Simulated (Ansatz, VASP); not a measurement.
# Si: VASP beside Ansatz

File INCAR:

```
PREC = Accurate
ENCUT = 520
EDIFF = 1E-6
ISMEAR = 0
SIGMA = 0.05
LREAL = False
LASPH = True
NELM = 100
ALGO = Normal
ISIF = 2
LWAVE = False
LCHARG = False
NBANDS = 11
```

Contents of KPOINTS:

```
Automatic mesh
0
Gamma
  12 12 12
```

POSCAR

```
Si
1.0
    0.0000000000      2.7154700000      2.5796965000
    2.7154700000      0.0000000000      2.5796965000
    2.7154700000      2.7154700000      0.0000000000
Si
2
Direct
    0.5000000000      0.5000000000      0.5000000000
    0.7500000000      0.7500000000      0.7500000000
```

Input for Ansatz:

```yaml
crystal:
  lattice:
    - [0.0, 2.71547, 2.5796965]
    - [2.71547, 0.0, 2.5796965]
    - [2.71547, 2.71547, 0.0]
  atoms:
    - { symbol: Si, position: [0.5, 0.5, 0.5] }
    - { symbol: Si, position: [0.75, 0.75, 0.75] }
basis:
  ecutwfc: 420
kpoints:
  mp_grid: { grid: [12, 12, 12] }
hamiltonian:
  xc: lda
scf:
  occupations: { method: gaussian, width: 0.05 }
output:
  forces: true
  stress: true
  eigenvalues: true
```

Change from the starting cell: strain -0.0500 x Voigt [0, 0, 1, 0, 0, 0], atoms carried along.

Alike in both runs: task single point; functional LDA; k mesh 12 × 12 × 12; occupations gaussian, width 0.05 eV; no spin polarisation.

|  | VASP | Ansatz |
| --- | --- | --- |
| version | VASP 6.6.1 | Ansatz 0.2.0 |
| potentials or method | VASP PAW LDA potentials, release 64 (Si) | scalar-relativistic, plane waves, PAW |
| plane-wave cutoff (eV) | 520 | 420 |
| valence electrons in the cell | 8 | 8 |

|  | VASP | Ansatz | Ansatz less VASP |
| --- | --- | --- | --- |
| gap on the k mesh at the Fermi level (eV) | none | none | - |
| pressure (GPa) | 3.6 | 3.6 | -0.06 |
| largest component of the traceless stress (GPa) | 2.93 | 2.93 | -0.001 |

A gap of «none» marks a metal or a gap that the smearing closes.
